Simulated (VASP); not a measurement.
HfN:

```
Hf N
1.0
     0.00000    2.25600    2.25600
     2.25600    0.00000    2.25600
     2.25600    2.25600    0.00000
Hf N
1 1
Direct
  0.00000 0.00000 0.00000
  0.50000 0.50000 0.50000
```

* Program: VASP 6.6.1
* Task: relaxation of cell and atoms
* Functional: PBE
* Potentials or basis: VASP PAW PBE potentials, release 64 (Hf_sv_GW, N_GW)
* Cutoff: 680 eV
* k mesh: 10 × 10 × 10
* Occupations: gaussian, width 0.05 eV
* Spin: no spin polarisation

At the start: pressure 6.6 GPa; volume 11.48 Å³/atom.

How do energy, volume and symmetry change on relaxing?

Over 3 steps the energy falls by 5.4 meV/atom and the volume is 11.76 Å³/atom (+2.4 %); space group Fm-3m (No. 225, to 0.05 Å).

Step by step:
```csv
step,energy change (eV),largest force (eV/Å),pressure (GPa),volume (Å³)
1,0.0000,0.0000,6.59,22.96
2,0.0267,0.0000,-10.86,24.57
3,-0.0109,0.0000,-0.10,23.51
```

Final structure:
```
Hf N
1.0
     0.00000    2.27379    2.27379
     2.27379    0.00000    2.27379
     2.27379    2.27379    0.00000
Hf N
1 1
Direct
  0.00000 0.00000 0.00000
  0.50000 0.50000 0.50000
```
